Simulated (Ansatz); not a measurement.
# Cd: LAPW beside PAW, part 2 of 2

Aim: solve Cd at one geometry with all-electron LAPW, PAW on the default files and all-electron PAW on datasets made for the crystal, and see where they agree. The cell is first relaxed from a guess with PAW; it needn't be the stable phase of this composition.

Ansatz 0.2.0; DFT PBE; a cell built from a prototype (diamond type), not taken from measurement. «Crystal datasets» are all-electron PAW datasets made for this crystal. Earlier steps stand in the parts before.

## Step 3: All-electron LAPW

This is Cd in the diamond structure; at room conditions it is hcp.

Input file input.yaml:

```yaml
crystal:
  lattice:
    - [0.0, 3.3399999803, 3.3399999803]
    - [3.3399999803, 0.0, 3.3399999803]
    - [3.3399999803, 3.3399999803, 0.0]
  atoms:
    - { symbol: Cd, position: [0.0, 0.0, 0.0] }
    - { symbol: Cd, position: [0.25, 0.25, 0.25] }
kpoints:
  mp_grid: { grid: [9, 9, 9] }
  band_path:
    path:
      - [0.0, 0.0, 0.0]
      - [0.5, 0.0, 0.5]
      - [0.625, 0.25, 0.625]
      - [0.375, 0.375, 0.75]
      - [0.0, 0.0, 0.0]
      - [0.5, 0.5, 0.5]
      - [0.5, 0.25, 0.75]
      - [0.5, 0.0, 0.5]
    npoints: 14
scf:
  occupations: { method: fermi_dirac, width: 0.08 }
hamiltonian:
  xc: pbe
  pseudopotentials: { kind: all_electron, lapw: { basis_error: 0.00025 } }
output:
  forces: true
  stress: true
  eigenvalues: true
  fatbands: true
  populations: true
  dos: { projected: true, de: 0.2, e_range: [-14, 8] }
```

On the command line:

```sh
$ ansatz run input.yaml --threads 1 --pin off --max-ram 2048MiB --backend cpu --events-out ev --progress --plain --runs-dir out
```

What it wrote:

```text
Cd: projections on atomic orbitals take those of the free atom 1s2 2s2 2p6 3s2 3p6 3d10 4s2 4p6 4d10 5s2, of charge +0.00 (hamiltonian.pseudopotentials.projection_atoms)
LAPW: plane waves up to 8.519 Å⁻¹, error target 2.5e-4 eV per atom; small_component_spin mean_spin; Cd in spheres of 1.446 Å, 20 of its electrons in bands, Dirac shells []
Engine: ansatz 0.2.0
Pseudopotentials: kind: all_electron
Pseudopotential: Cd, LAPW, valence charge 20, Koelling and Harmon's equation, gaussian nucleus
Functional definition: PBE
  parameter kappa = 0.804
  parameter beta = 0.06672455060314922
  exchange = pbe_x(kappa = kappa, mu = beta*pi^2/3)
  correlation = pbe_c(beta = beta)
Crystal: 2 atoms, lattice volume = 74.519 Å³
Basis set: ecut = 276.5048337100489 eV, 749 PW (Γ), exchange–correlation at level 2
Bands: 24, of which v1, the nominal top of the filled ones, is band 20 counted from 1 (19 counted from 0)
Symmetry: 48 space group operations
Space group: Fd-3m (ITA 227), of the structure as read, at distance tolerance 4.2e-5 Å
k-points: 35 of 729
Non-local potential: Cd, projectors of the file, none
Initial density: superposition of atomic densities (chi_scale 0.1, normalization cell)
Initial wavefunctions: plane waves of lowest kinetic energy (no species holds an atomic orbital)
Functional: x = pbe(κ = 0.804, μ = 0.2195149727645171), c = pbe(β = 0.06672455060314922)
iter 1 solved again at ethr=1.26e-4 eV; its pass at ethr=1.00e-1 eV (dr2=5.05e-2 eV) is discarded
SCF iter   1: F=—  HF=-304470.286411 eV  |F-HF|=—  |Δ(HF+E_count)|=         —  Δρ=7.43e-3  dr2=5.07e-2  ethr=1.26e-4  ⟨swp⟩=3.0  Hψ=5628  notcnv=0
preconditioner: auto → LDOS  [metal: Δε(μ)=0.041 eV  Ē_g=10.940 eV  σ=0.080 eV  W_gap=0.13  n_scr=14 (ndim 8)  ℏωp=21.1 eV  f_vac=0.275  D(μ)=1.26/eV (n_scr^D=8)  β→1.0]
iter 2 solved again at ethr=5.08e-6 eV; its pass at ethr=1.26e-4 eV (dr2=2.03e-3 eV) is discarded
SCF iter   2: F=—  HF=-304470.318631 eV  |F-HF|=—  |Δ(HF+E_count)|=   3.22e-2  Δρ=1.54e-3  dr2=2.03e-3  ethr=5.08e-6  ⟨swp⟩=2.0  Hψ=4693  notcnv=0
SCF iter   3: F=—  HF=-304470.234595 eV  |F-HF|=—  |Δ(HF+E_count)|=   8.40e-2  Δρ=1.44e-3  dr2=2.42e-3  ethr=5.08e-6  ⟨swp⟩=3.0  Hψ=2940  notcnv=0
SCF iter   4: F=—  HF=-304470.234114 eV  |F-HF|=—  |Δ(HF+E_count)|=   4.81e-4  Δρ=4.45e-4  dr2=3.56e-4  ethr=5.08e-6  ⟨swp⟩=3.0  Hψ=2495  notcnv=0
SCF iter   5: F=—  HF=-304470.234249 eV  |F-HF|=—  |Δ(HF+E_count)|=   1.35e-4  Δρ=1.26e-4  dr2=3.67e-5  ethr=8.90e-7  ⟨swp⟩=3.0  Hψ=2495  notcnv=0
SCF iter   6: F=—  HF=-304470.234266 eV  |F-HF|=—  |Δ(HF+E_count)|=   1.67e-5  Δρ=2.95e-5  dr2=8.66e-7  ethr=9.17e-8  ⟨swp⟩=3.0  Hψ=2495  notcnv=0
SCF iter   7: F=-304470.234267 eV  HF=-304470.234267 eV  |F-HF|=3.89e-8  |Δ(HF+E_count)|=   1.41e-6  Δρ=4.41e-6  dr2=1.36e-8  ethr=2.17e-9  ⟨swp⟩=3.0  Hψ=2503  notcnv=0
SCF 1 converged in 7 iterations: F = -304470.234267 eV  dr2 = 1.36e-8
NSCF: frozen V_eff on 99 k-points
SCF converged after 7 iterations
Free energy (F): -304470.234267 eV
Harris-Foulkes:  -304470.234267 eV  (|F-HF|=3.89e-8)
Internal energy: -304470.206835 eV  (E = F + TS)
E sigma→0 (E₀):  -304470.220551 eV
Entropy (-TS):   -0.027433 eV (-13.716 meV/atom)
Fermi energy:    7.558771 eV
--- Per-component energies (eV) ---
  E_band       = -1062.153042
  E_kinetic    = 318952.735405
  E_xc         = -8417.021358
  E_electrostatic = -615005.920882  (all electrons and nuclei)
  E_smearing   = -0.027433  (= −TS)
  E_closure    = 0.000000  (closes the sum)
  E_atoms      = -304469.393213  (free atoms, spherical and without spin; not in F)
  Σ components = -304470.234267   (vs F -304470.234267, Δ=0.00e0)
  Basis errors (estimates in eV, not in F): energy 9.4e-5 per atom: plane waves 9.2e-5 (5.5e-5 summed), levels above the bands 5.3e-32, relativity 7.0e-9, radial functions 2.3e-6, core shells 1.5e-7; eigenvalues (radial functions only) 2.0e-7; not estimated: angular momenta, meshes, grids; target (lapw.basis_error) 2.5e-4; muffin-tin radii Cd 1.446 Å
--- Forces (eV/Å), atoms counted from 1 ---
  atom   1  Cd     0.00000000    -0.00000000    -0.00000000
  atom   2  Cd     0.00000000    -0.00000000    -0.00000000
  max |Σ_I F_I| component: 2.31e-18 eV/Å
--- Stress (GPa, compression-positive) ---
        0.000400       0.000000       0.000000
        0.000000       0.000400       0.000000
        0.000000       0.000000       0.000400
  P = ⅓ Tr σ = 0.0004 GPa (0.004 kbar)
--- Band table (eV; the first three rows and the last of 35) ---
  k-point 0: bands = ["-95.2976", "-95.2911", "-56.3585", "-56.3585", "-56.3585", "-56.3296", "-56.3296", "-56.3296", "-1.5635", "-1.5635", "-1.5635", "-1.5113", "-1.5113", "-0.8761", "-0.8761", "-0.8761", "-0.7312", "-0.7312", "1.2557", "11.8157", "11.8157", "11.8157", "12.3301", "13.0195"]
  k-point 1: bands = ["-95.2975", "-95.2913", "-56.3588", "-56.3588", "-56.3582", "-56.3299", "-56.3293", "-56.3293", "-1.5929", "-1.5929", "-1.5606", "-1.4712", "-1.4712", "-0.8909", "-0.8894", "-0.8894", "-0.7218", "-0.7218", "1.3902", "10.1547", "11.4444", "11.4444", "12.4186", "13.4363"]
  k-point 2: bands = ["-95.2971", "-95.2917", "-56.3594", "-56.3594", "-56.3573", "-56.3308", "-56.3287", "-56.3287", "-1.6191", "-1.6191", "-1.5535", "-1.4216", "-1.4216", "-0.9281", "-0.9104", "-0.9104", "-0.7068", "-0.7068", "1.7887", "8.2623", "10.9056", "10.9056", "12.0716", "13.9134"]
  k-point 34: bands = ["-95.2948", "-95.2939", "-56.3628", "-56.3623", "-56.3465", "-56.3417", "-56.3259", "-56.3254", "-1.7024", "-1.6923", "-1.4000", "-1.3003", "-1.2206", "-1.1056", "-1.1055", "-1.0088", "-0.6146", "-0.6036", "4.3471", "5.2767", "7.4830", "8.0658", "13.8587", "13.8924"]
--- Löwdin populations: 2 sites ---
  site symbol       q [e]
     0     Cd     47.6818
     1     Cd     47.6818
  spilling = 0.006629 (of n_electrons = 96.000000)
```

It took 52 s on 1 thread of Arm Neoverse V1, shared host.

In short: pressure 0.00 GPa; no gap.

At the corners of the path (eV, zero at the Fermi level):

```tsv
point	band 17	band 18	band 19	band 20	band 21	band 22	band 23
Γ	-8.29	-8.29	-6.30	4.26	4.26	4.26	4.77
X	-8.21	-8.21	-2.89	-2.89	0.97	0.97	3.67
U	-8.20	-8.15	-3.18	-2.43	-0.30	1.42	4.02
K	-8.20	-8.15	-3.18	-2.43	-0.30	1.42	4.02
Γ	-8.29	-8.29	-6.30	4.26	4.26	4.26	4.77
L	-8.26	-8.26	-4.25	-2.44	2.71	2.71	4.17
W	-8.16	-8.16	-2.73	-2.73	0.10	0.10	6.70
X	-8.21	-8.21	-2.89	-2.89	0.97	0.97	3.67
```

States per cell in windows of 1 eV (zero at the Fermi level; grid of 0.20 eV, so sharp peaks spill over the borders):

```tsv
from	to	total	Cd 4d	Cd 5s
-10	-9	4.48	4.47	0.00
-9	-8	15.52	15.42	0.09
-8	-7	0.00	0.00	0.00
-7	-6	0.02	0.00	0.02
-6	-5	0.38	0.01	0.37
-5	-4	0.79	0.03	0.75
-4	-3	0.79	0.03	0.75
-3	-2	0.46	0.01	0.40
-2	-1	0.88	0.01	0.72
-1	0	0.46	0.00	0.27
0	1	1.30	0.00	0.17
1	2	1.49	0.00	0.09
2	3	1.12	0.00	0.04
3	4	0.36	0.00	0.01
4	5	1.04	0.00	0.06
```

## Step 4: PAW on the default files

Changes to input.yaml since step 3:

```diff
@@ -25,3 +25,3 @@
   xc: pbe
-  pseudopotentials: { kind: all_electron, lapw: { basis_error: 0.00025 } }
+  pseudopotentials: { kind: paw }
 output:
@@ -30,4 +30,9 @@
   eigenvalues: true
-  fatbands: true
+  efg: { contact_densities: true }
   populations: true
+  bader: true
   dos: { projected: true, de: 0.2, e_range: [-14, 8] }
+  write_density: true
+  write_potential: true
+  elf: true
+  volumetric_format: npy
```

On the command line:

```sh
$ ansatz run input.yaml --threads 1 --pin off --max-ram 2048MiB --backend cpu --events-out ev --progress --plain --runs-dir out
```

What it wrote (excerpt; [...] marks lines left out):

```text
Cd: output.efg is read without spin–orbit coupling, which moves field gradients at and beside such atoms by some per cent and up to a factor of two; PAW files take it under magnetization.noncollinear and magnetization.spin_orbit
[...]
Pseudopotentials: kind: paw
Pseudopotential: Cd, paw, valence charge 20, recommended cutoff 420 eV (normal)
Functional definition: PBE
[...]
Crystal: 2 atoms, lattice volume = 74.519 Å³
Basis set: ecut = 420 eV, 1459 PW (Γ), exchange–correlation on 64×64×64 points (8 copies of the dense FFT grid, shifted against one another)
Bands: 24, of which v1, the nominal top of the filled ones, is band 20 counted from 1 (19 counted from 0)
Symmetry: 48 space group operations
Space group: Fd-3m (ITA 227), of the structure as read, at distance tolerance 4.2e-5 Å
k-points: 35 of 729
[...]
       -0.005006       0.000000       0.000000
       -0.000000      -0.005006       0.000000
       -0.000000       0.000000      -0.005006
  P = ⅓ Tr σ = -0.0050 GPa (-0.050 kbar)
--- PAW observables at the nuclei: V_zz in 10²¹ V/m², potentials from the cell's mean, atoms counted from 1 ---
  atom   1  Cd V_zz =    +0.000000   η = 0.0000   by run symmetry: forbidden
            electrostatic potential = -7702.319839 V   contact ρ = 1035989.075191 e/Å³
  atom   2  Cd V_zz =    +0.000000   η = 0.0000   by run symmetry: forbidden
            electrostatic potential = -7702.319839 V   contact ρ = 1035989.075191 e/Å³
--- Band table (eV; the first three rows and the last of 35) ---
[... band rows left out ...]
[...]
--- Löwdin populations: 2 sites ---
  site symbol       q [e]
     0     Cd     19.6793
     1     Cd     19.6793
  spilling = 0.016037 (of n_electrons = 40.000000)
--- Bader charges: 2 sites ---
  site symbol  charge [e]  shift [e]
     0     Cd      0.0000     0.0000
     1     Cd      0.0000     0.0000
  estimated error of the sums over rays = 3.7e-5 e
```

Wall time 19 s (1 thread of Arm Neoverse V1, shared host).

This run gives: pressure -0.01 GPa; no gap.

```tsv
atom	Bader charge (e)	basin volume (Å³)
Cd1	+0.00	37.26
```

The fields are shown in the conventional cell of this run's space group, carried over from its grid by interpolation.

Density in a lattice plane of the grid's cell (edges 6.68 and 6.68 Å, at 0.000 of the third edge), which holds Cd.

Values in e/Å³, 12 rows by 12 columns:
```
 7.44  2.15  0.23  0.06  0.03  0.02  0.01  0.02  0.03  0.06  0.22  2.14
 0.38  0.23  0.10  0.06  0.04  0.03  0.02  0.03  0.04  0.06  0.10  0.22
 0.06  0.06  0.06  0.06  0.06  0.06  0.06  0.06  0.06  0.06  0.06  0.06
 0.02  0.03  0.04  0.06  0.10  0.23  0.38  0.22  0.10  0.06  0.04  0.03
 0.01  0.02  0.03  0.06  0.23  2.15  7.44  2.14  0.22  0.06  0.03  0.02
 0.01  0.01  0.02  0.06  0.38  7.44 26.61  7.44  0.38  0.06  0.02  0.01
 0.01  0.02  0.03  0.06  0.22  2.14  7.44  2.15  0.23  0.06  0.03  0.02
 0.02  0.03  0.04  0.06  0.10  0.22  0.38  0.23  0.10  0.06  0.04  0.03
 0.06  0.06  0.06  0.06  0.06  0.06  0.06  0.06  0.06  0.06  0.06  0.06
 0.38  0.22  0.10  0.06  0.04  0.03  0.02  0.03  0.04  0.06  0.10  0.23
 7.44  2.14  0.22  0.06  0.03  0.02  0.01  0.02  0.03  0.06  0.23  2.15
26.61  7.44  0.38  0.06  0.02  0.01  0.01  0.01  0.02  0.06  0.38  7.44
```
Columns run along the first of these edges and rows up along the second, over one cell in 12 and 12 even steps from the bottom left corner. Atoms in the plane (fractional): Cd at (0.00, 0.00), Cd at (0.50, 0.50).

ELF in the same plane.

Ten even steps from '0' (0.02) to '9' (0.93):
```
764322210000000001222346
443222211000000011222234
222222211100000111222222
222222211111111111222222
222222222222222222222222
111111222222222222211111
000111222222222222211100
000011222234443222211000
000001222346764322210000
000001222358985322210000
000001222346764322210000
000011222234443222211000
000111222222222222211100
111111222222222222211111
222222222222222222222222
222222211111111111222222
222222211100000111222222
443222211000000011222234
764322210000000001222346
985322210000000001222358
```
Columns run along the first of these edges and rows up along the second, over one cell in 24 and 20 even steps from the bottom left corner. Atoms in the plane (fractional): Cd at (0.00, 0.00), Cd at (0.50, 0.50).

Both are smooth fields of the valence electrons: close to the nuclei they are not physical.

## Step 5: All-electron PAW on datasets made for the crystal

Changes to input.yaml since step 4:

```diff
@@ -20,3 +20,3 @@
       - [0.5, 0.0, 0.5]
-    npoints: 14
+    npoints: 8
 scf:
@@ -25,3 +25,3 @@
   xc: pbe
-  pseudopotentials: { kind: paw }
+  pseudopotentials: { kind: all_electron, datasets: crystal }
 output:
@@ -31,8 +31 @@
   efg: { contact_densities: true }
-  populations: true
-  bader: true
-  dos: { projected: true, de: 0.2, e_range: [-14, 8] }
-  write_density: true
-  write_potential: true
-  elf: true
-  volumetric_format: npy
```

On the command line:

```sh
$ ansatz run input.yaml --threads 1 --pin off --max-ram 2048MiB --backend cpu --events-out ev --progress --plain --runs-dir out
```

What it wrote (excerpt; [...] marks lines left out):

```text
[...]
band count auto-derived: 17 (N_el = 24.0; filled up to band 12; 16 by the electrons, moments and atoms)
Cd: output.efg is read without spin–orbit coupling, which moves field gradients at and beside such atoms by some per cent and up to a factor of two; PAW files take it under magnetization.noncollinear and magnetization.spin_orbit
[...]
Pseudopotentials: kind: all_electron
Pseudopotential: Cd, paw, valence charge 12, recommended cutoff 240 eV (normal), Koelling and Harmon's equation, gaussian nucleus
Functional definition: PBE
[...]
Crystal: 2 atoms, lattice volume = 74.519 Å³
Basis set: ecut = 240 eV, 609 PW (Γ), exchange–correlation on 48×48×48 points (8 copies of the dense FFT grid, shifted against one another)
Bands: 17, of which v1, the nominal top of the filled ones, is band 12 counted from 1 (11 counted from 0)
Symmetry: 48 space group operations
[...]
--- Forces (eV/Å), atoms counted from 1 ---
  atom   1  Cd     0.00000000     0.00000000     0.00000000
  atom   2  Cd     0.00000000    -0.00000000    -0.00000000
[...]
--- Stress (GPa, compression-positive) ---
        0.002189      -0.000000       0.000000
       -0.000000       0.002189      -0.000000
        0.000000      -0.000000       0.002189
  P = ⅓ Tr σ = 0.0022 GPa (0.022 kbar)
--- PAW observables at the nuclei: V_zz in 10²¹ V/m², potentials from the cell's mean, atoms counted from 1 ---
  atom   1  Cd V_zz =    +0.000000   η = 0.0000   by run symmetry: forbidden
            electrostatic potential = -7702.291560 V   contact ρ = 1035969.492074 e/Å³
  atom   2  Cd V_zz =    +0.000000   η = 0.0000   by run symmetry: forbidden
            electrostatic potential = -7702.291560 V   contact ρ = 1035969.492074 e/Å³
--- Band table (eV; the first three rows and the last of 35) ---
  k-point 0: bands = ["-1.5635", "-1.5635", "-1.5635", "-1.5114", "-1.5114", "-0.8762", "-0.8762", "-0.8762", "-0.7313", "-0.7313", "1.2557", "11.8157", "11.8157", "11.8157", "12.3300"]
[...]
```

It took 9.6 s on 1 thread of Arm Neoverse V1, shared host.

Read from it: pressure 0.00 GPa; no gap.

```tsv
atom	contact density (e/Å³)
Cd1	1035969
```

## Step 6: The methods compared

```
          method  pressure (GPa)  SCF cycles, all passes
            LAPW            0.00                       7
             PAW           -0.01                       6
crystal datasets            0.00                       7
```

## Step 7: Results

The summary covers parts 1 to 2.

| quantity | value |
| --- | --- |
| pressure | LAPW 0.00, PAW -0.01, crystal datasets 0.00 GPa |
| gap (LAPW) | none |
| Bader charges (PAW) | Cd1 +0.00 e |

In words: The pressure is within half a GPa of zero, so the volume is close to equilibrium at this level. There is no gap at this level; the crystal is a metal here. In pressure, PAW differs from LAPW by less than 0.01 GPa. LAPW took about 2.7 times as long as PAW (52 s against 19 s, on a shared host and with the outputs that each input asks for).
